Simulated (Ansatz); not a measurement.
The structure comes from a relaxation in the same program, started in the CsCl type. Whether it is a known phase or the ground state wasn't checked. The listed cell was then made from it by scaling, straining or moving an atom.

CuO: DFT, PBE, all-electron LAPW, scalar-relativistic (Ansatz 0.2.0). What sets it apart from a plain run of this crystal: z strained by -3 % at fixed volume.

Command: `ansatz run input.yaml --threads 1 --pin off --max-ram 2048MiB --backend cpu --events-out ev --progress --plain --runs-dir out` The run took 35 s on 1 thread of Arm Neoverse V2 (shared host), peak memory 0.63 GiB.

```yaml
crystal:
  lattice:
    - [2.6772985118, 0.0, 0.0]
    - [0.0, 2.6772985118, 0.0]
    - [0.0, 0.0, 2.5577282366]
  atoms:
    - { symbol: Cu, position: [0.0, 0.0, 0.0] }
    - { symbol: O, position: [0.5, 0.5, 0.5] }
kpoints:
  mp_grid: { grid: [12, 12, 12] }
scf:
  occupations: { method: fermi_dirac, width: 0.08 }
hamiltonian:
  xc: pbe
  pseudopotentials: { kind: all_electron, lapw: { basis_error: 0.00025 } }
output:
  forces: true
  stress: true
  eigenvalues: true
```

Output (standing set-up lines are left out):

```
LAPW: plane waves up to 9.752 Å⁻¹, error target 2.5e-4 eV per atom; small_component_spin mean_spin; O in spheres of 1.040 Å, 8 of its electrons in bands, Dirac shells []; Cu in spheres of 1.244 Å, 19 of its electrons in bands, Dirac shells []
Basis set: ecut = 362.30573186946003 eV, 271 PW (Γ), exchange–correlation at level 2
Symmetry: 16 space group operations
Space group: P4/mmm (ITA 123), of the structure as read, at distance tolerance 2.6e-5 Å
k-points: 196 of 1728
iter 1 solved again at ethr=1.93e-2 eV; its pass at ethr=1.00e-1 eV (dr2=5.21e0 eV) is discarded
SCF iter   1: F=—  HF=-47083.215255 eV  |F-HF|=—  |Δ(HF+E_count)|=         —  Δρ=1.48e-1  dr2=5.21e0  ethr=1.93e-2  ⟨swp⟩=2.0  Hψ=22982  notcnv=0
preconditioner: auto → none  [metal: Δε(μ)=0.004 eV  Ē_g=14.622 eV  σ=0.080 eV  W_gap=0.01  n_scr=6 (ndim 8)  ℏωp=35.8 eV  f_vac=0.000  D(μ)=5.78/eV (n_scr^D=138)  sad-step TF]
SCF iter   2: F=—  HF=-47085.825600 eV  |F-HF|=—  |Δ(HF+E_count)|=    2.61e0  Δρ=1.01e-1  dr2=2.06e0  ethr=1.93e-2  ⟨swp⟩=2.6  Hψ=10763  notcnv=0
iter 3 solved again at ethr=7.36e-4 eV; its pass at ethr=7.64e-3 eV (dr2=1.99e-1 eV) is discarded
SCF iter   3: F=—  HF=-47080.598429 eV  |F-HF|=—  |Δ(HF+E_count)|=    5.23e0  Δρ=3.32e-2  dr2=1.99e-1  ethr=7.36e-4  ⟨swp⟩=2.0  Hψ=18063  notcnv=0
SCF iter   4: F=—  HF=-47080.223721 eV  |F-HF|=—  |Δ(HF+E_count)|=   3.75e-1  Δρ=3.82e-2  dr2=3.54e-1  ethr=7.36e-4  ⟨swp⟩=2.7  Hψ=10891  notcnv=0
SCF iter   5: F=—  HF=-47080.164876 eV  |F-HF|=—  |Δ(HF+E_count)|=         —  Δρ=2.68e-2  dr2=1.65e-1  ethr=7.36e-4  ⟨swp⟩=2.1  Hψ=10594  notcnv=0
the basis was enlarged: its passes take 1.2 MiB over the memory plan, 1 of 1 planned eigensolver slots
SCF iter   6: F=—  HF=-47080.119414 eV  |F-HF|=—  |Δ(HF+E_count)|=   4.55e-2  Δρ=1.96e-2  dr2=8.92e-2  ethr=6.11e-4  ⟨swp⟩=2.0  Hψ=9778  notcnv=0
SCF iter   7: F=—  HF=-47080.077464 eV  |F-HF|=—  |Δ(HF+E_count)|=   4.19e-2  Δρ=7.52e-3  dr2=1.32e-2  ethr=3.30e-4  ⟨swp⟩=2.0  Hψ=9868  notcnv=0
SCF iter   8: F=—  HF=-47080.070083 eV  |F-HF|=—  |Δ(HF+E_count)|=   7.38e-3  Δρ=1.34e-3  dr2=4.12e-4  ethr=4.88e-5  ⟨swp⟩=2.0  Hψ=9978  notcnv=0
SCF iter   9: F=—  HF=-47080.069864 eV  |F-HF|=—  |Δ(HF+E_count)|=   2.18e-4  Δρ=3.70e-4  dr2=3.18e-5  ethr=1.53e-6  ⟨swp⟩=2.0  Hψ=9969  notcnv=0
SCF iter  10: F=—  HF=-47080.069846 eV  |F-HF|=—  |Δ(HF+E_count)|=   1.83e-5  Δρ=3.12e-5  dr2=2.21e-7  ethr=1.18e-7  ⟨swp⟩=2.0  Hψ=9969  notcnv=0
SCF iter  11: F=-47080.069846 eV  HF=-47080.069846 eV  |F-HF|=1.70e-9  |Δ(HF+E_count)|=   8.41e-8  Δρ=2.14e-6  dr2=4.95e-10  ethr=8.18e-10  ⟨swp⟩=2.0  Hψ=9970  notcnv=0
SCF 1 converged in 11 iterations: F = -47080.069846 eV  dr2 = 4.95e-10
SCF converged after 11 iterations
Free energy (F): -47080.069846 eV
Harris-Foulkes:  -47080.069846 eV  (|F-HF|=1.70e-9)
Internal energy: -47080.007732 eV  (E = F + TS)
E sigma→0 (E₀):  -47080.038789 eV
Entropy (-TS):   -0.062114 eV (-31.057 meV/atom)
Fermi energy:    13.448811 eV
--- Per-component energies (eV) ---
  E_band       = -1365.995463
  E_kinetic    = 47850.372146
  E_xc         = -2071.577263
  E_electrostatic = -92858.802615  (all electrons and nuclei)
  E_smearing   = -0.062114  (= −TS)
  E_closure    = 0.000000  (closes the sum)
  E_atoms      = -47071.435960  (free atoms, spherical and without spin; not in F)
  Σ components = -47080.069846   (vs F -47080.069846, Δ=0.00e0)
  Basis errors (estimates in eV, not in F): energy 7.1e-5 per atom: plane waves 6.2e-5 (3.2e-5 summed), levels above the bands 1.3e-96, relativity 4.3e-9, radial functions 8.5e-6, core shells 3.2e-11; eigenvalues (radial functions only) 1.4e-6; not estimated: angular momenta, meshes, grids; target (lapw.basis_error) 2.5e-4; muffin-tin radii O 1.040 Å, Cu 1.244 Å
--- Forces (eV/Å), atoms counted from 1 ---
  atom   1  Cu     0.00000000     0.00000000     0.00000000
  atom   2  O     -0.00000000     0.00000000     0.00000000
  max |Σ_I F_I| component: 6.98e-30 eV/Å
--- Stress (GPa, compression-positive) ---
       -3.664414       0.000000      -0.000000
        0.000000      -3.664414       0.000000
       -0.000000       0.000000       8.141142
  P = ⅓ Tr σ = 0.2708 GPa (2.708 kbar)
--- Band table (eV; the first three rows and the last of 196) ---
  k-point 0: bands = ["-492.7014", "-98.5996", "-55.9770", "-55.9640", "-55.9640", "-5.8090", "10.1698", "10.2947", "11.4256", "11.4256", "11.8564", "11.9315", "11.9315", "12.0190", "14.1086", "28.6318", "29.6816", "32.5202"]
  k-point 1: bands = ["-492.7014", "-98.5993", "-55.9807", "-55.9637", "-55.9637", "-5.7328", "10.0812", "10.3153", "11.1692", "11.1692", "11.4913", "11.8616", "12.2138", "12.2138", "14.7085", "28.7124", "29.1134", "32.4514"]
  k-point 2: bands = ["-492.7014", "-98.5985", "-55.9911", "-55.9629", "-55.9629", "-5.5161", "9.3383", "10.3717", "10.8008", "10.8008", "11.2255", "11.8760", "12.6561", "12.6561", "15.7093", "27.7510", "28.9550", "32.2225"]
  k-point 195: bands = ["-492.7014", "-98.5904", "-56.0271", "-55.9885", "-55.9885", "-3.0138", "7.6192", "7.6482", "7.6482", "12.3069", "12.4078", "13.6776", "13.7772", "13.7772", "20.2310", "20.5617", "20.5617", "26.3819"]
```

Without spin polarisation or U, such a compound can come out metallic where the real one is a magnetic insulator.
